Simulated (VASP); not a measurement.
Wanted: the native input for a VASP 6.6.1 run.

- Task: relaxation of cell and atoms
- Functional: LDA
- Potentials or basis: VASP PAW LDA potentials, release 64 (W_sv, Se)
- Cutoff: 600 eV
- k mesh: 9 × 9 × 2
- Occupations: gaussian, width 0.03 eV
- Spin: no spin polarisation
- Further INCAR settings: ALGO = Normal; EDIFF = 1e-06; IBRION = 2; EDIFFG = -0.01; NSW = 90; ISIF = 3

The structure of WSe2 lies in POSCAR:

```
WSe2
1.0
    3.2900000000      0.0000000000      0.0000000000
   -1.6450000000      2.8492235785      0.0000000000
    0.0000000000      0.0000000000     12.9700000000
W Se
2 4
Direct
    0.3333333333      0.6666666667      0.2500000000
    0.6666666667      0.3333333333      0.7500000000
    0.3333333333      0.6666666667      0.6210000000
    0.6666666667      0.3333333333      0.1210000000
    0.3333333333      0.6666666667      0.8790000000
    0.6666666667      0.3333333333      0.3790000000
```

These files were run (other wordings do the same):

INCAR

```
SYSTEM = WSe2
PREC     = Accurate       ! precision mode
ENCUT    = 600            ! plane-wave cutoff, eV
EDIFF    = 1E-6           ! SCF threshold, eV
ISMEAR   = 0              ! smearing method
SIGMA    = 0.03           ! smearing width, eV
LREAL    = .False.        ! projectors in reciprocal space
LASPH    = .True.         ! aspherical terms in the spheres
NELM     = 80             ! most SCF steps
ALGO     = Normal         ! electronic algorithm
ISIF     = 3              ! what is computed and relaxed
LWAVE    = .False.        ! write WAVECAR
LCHARG   = .False.        ! write CHGCAR
IBRION   = 2              ! ionic algorithm
NSW      = 90             ! ionic steps
EDIFFG   = -0.01          ! ionic threshold
KPAR     = 2
```

KPOINTS

```
Automatic mesh
0
Gamma
  9 9 2
  0 0 0
```

Potentials or basis: VASP PAW LDA potentials, release 64 (W_sv, Se).

The run is started by

```bash
$ cat potpaw_LDA.64/W_sv/POTCAR potpaw_LDA.64/Se/POTCAR > POTCAR
$ mpirun -np 2 vasp_std > vasp.out
```

It gave:

The relaxed volume is 19.62 Å³/atom. The relaxed cell is a = 3.256 Å, b = 3.256 Å, c = 12.823 Å, α = 90.00°, β = 90.00°, γ = 120.00° and the space group after relaxing (to 0.05 Å) is P6_3/mmc (No. 194). The energy gained by relaxing is 5.4 meV/atom and the ionic steps are 11. The pressure after relaxing is 0.0 GPa and the largest force after relaxing is 0.006 eV/Å. The band gap on the k mesh is 0.97 eV, indirect (least direct gap 1.61 eV).

Caveat: spin-orbit coupling is left out, which moves the levels of the heavy elements; an odd mesh through Γ misses points on the zone boundary, where band edges often lie.

It took 3.9 min on 2 MPI ranks on Intel(R) Xeon(R) Platinum 8488C (Sapphire Rapids), with other jobs on the host, peak memory 0.28 GiB a rank.
